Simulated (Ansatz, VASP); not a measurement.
Given: the input of a run of Ansatz 0.2.0 on Ag (Silver). 

input.yaml

```yaml
crystal:
  lattice:
    - [0.0, 2.04275, 2.04275]
    - [2.04275, 0.0, 2.04275]
    - [2.04275, 2.04275, 0.0]
  atoms:
    - { symbol: Ag, position: [0.0, 0.0, 0.0] }
kpoints:
  mp_grid: { grid: [11, 11, 11] }
scf:
  occupations: { method: fermi_dirac, width: 0.05 }
hamiltonian:
  xc: rpbe
  dispersion: d4
  pseudopotentials: { kind: all_electron, lapw: { basis_error: 0.001 } }
output:
  forces: true
  stress: true
relax:
  f_tol: 0.005
  max_steps: 60
  cell: {}
```

Potentials or basis: all-electron LAPW, scalar-relativistic.

Command:

```console
$ ansatz run input.yaml --threads 1 --pin off --max-ram 3072MiB --backend cpu --events-out ev --progress --plain --runs-dir out
```

Question: Translate it to VASP 6.6.1. Potentials or basis there: PBE PAW files Ag, 600 eV.

Answer: As run (cutoffs and basis follow the program's own potentials, and thresholds, step limits or extra output files can differ):

The input INCAR:

```
SYSTEM = Ag
  PREC = Accurate
  ENCUT = 600
  EDIFF = 1E-7
  ISMEAR = -1
  SIGMA = 0.05
  LREAL = .False.
  LASPH = .True.
  NELM = 80
  ALGO = Fast
  ISIF = 3
  LWAVE = .False.
  LCHARG = .False.
  GGA = RP
  IVDW = 13
  IBRION = 2
  NSW = 40
  EDIFFG = -0.01
```

KPOINTS

```
regular mesh
0
Gamma
  11 11 11
  0 0 0
```

POSCAR

```
Ag
1.0
    0.0000000000      2.0427500000      2.0427500000
    2.0427500000      0.0000000000      2.0427500000
    2.0427500000      2.0427500000      0.0000000000
Ag
1
Direct
    0.0000000000      0.0000000000      0.0000000000
```

Potentials or basis: VASP PAW PBE potentials, release 64 (Ag).

The run is started by

```console
$ cat potpaw_PBE.64/Ag/POTCAR > POTCAR
$ mpirun -np 1 vasp_std > vasp.out
```

Both were run:

|  | Ansatz | VASP |
| --- | --- | --- |
| Relaxed volume | 16.88 Å³/atom | 16.84 Å³/atom |
| Relaxed cell | a = 2.879 Å, b = 2.879 Å, c = 2.879 Å, α = 60.00°, β = 60.00°, γ = 60.00° | a = 2.877 Å, b = 2.877 Å, c = 2.877 Å, α = 60.00°, β = 60.00°, γ = 60.00° |
| Space group after relaxing | Fm-3m (No. 225) | Fm-3m (No. 225) |
| Pressure after relaxing | 0.0 GPa | 0.0 GPa |

VASP's potentials were made for PBE.

Where Ansatz's input types no cutoff or centring, it takes its own default and a Γ-centred mesh.

Pressure is positive in compression.
